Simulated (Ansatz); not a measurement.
MoSe₂ in the 2H-MoS2-type structure, relaxed with r2SCAN+rVV10: 3 runs in the plane-wave code Ansatz, each a calculation of independent-particle optics. It is hexagonal, P6_3/mmc (No. 194); conventional cell a = 3.305 Å, c = 13.088 Å, 20.64 Å³ an atom. Mo has 6 Se at 2.53 Å; Se has 3 Mo at 2.53 Å. Spin-unpolarised throughout; all numbers are computed.

```
CELL_PARAMETERS angstrom
3.30540 0.00000 0.00000
-1.65270 2.86256 0.00000
0.00000 0.00000 13.08783
ATOMIC_POSITIONS crystal
Mo 0.33333 0.66667 0.25000
Mo 0.66667 0.33333 0.75000
Se 0.66667 0.33333 0.37663
Se 0.66667 0.33333 0.12337
Se 0.33333 0.66667 0.87663
Se 0.33333 0.66667 0.62337
```

On meshes this coarse, single peaks can be features of the mesh. No local fields, no excitons; the zone sum runs over the cells of the mesh, and ε∞ includes the bands left out of the spectrum. Up to four peaks are listed, those above 15 % of the tallest and inside the complete range; the four can differ from row to row.

| functional | k mesh | broadening (eV) | scissors (eV) | range (eV) | direct gap on the mesh before scissors (eV) | ε∞ xx | ε∞ yy | ε∞ zz | complete up to (eV) | tallest peaks of mean ε₂ (eV) |
| --- | --- | --- | --- | --- | --- | --- | --- | --- | --- | --- |
| r2SCAN | 6×6×2 | 0.1 | 0.00 | 0–12 | 1.49 | 16.00 | 16.00 | 9.98 | 12.0 | 2.55 2.90 4.70 5.35 |
| PBE | 6×6×2 | 0.1 | 0.43 (to HSE06) | 0–12 | 1.39 | 15.42 | 15.42 | 10.11 | 12.0 | 2.80 3.20 4.40 4.85 |

Q: Estimate from these rows what the further settings give.

| functional | k mesh | broadening (eV) | scissors (eV) | range (eV) |
| --- | --- | --- | --- | --- |
| PBE | 6×6×2 | 0.1 | 0.00 | 0–12 |

A:
```tsv
functional	k mesh	broadening (eV)	scissors (eV)	range (eV)	direct gap on the mesh before scissors (eV)	ε∞ xx	ε∞ yy	ε∞ zz	complete up to (eV)	tallest peaks of mean ε₂ (eV)
PBE	6×6×2	0.1	0.00	0–12	1.39	17.39	17.39	10.95	12.0	2.35 2.75 3.95 4.45
```

The fundamental gap is indirect (0.92 eV with PBE on 6×6×2); the table holds the direct one.

Spin-orbit coupling is left out.
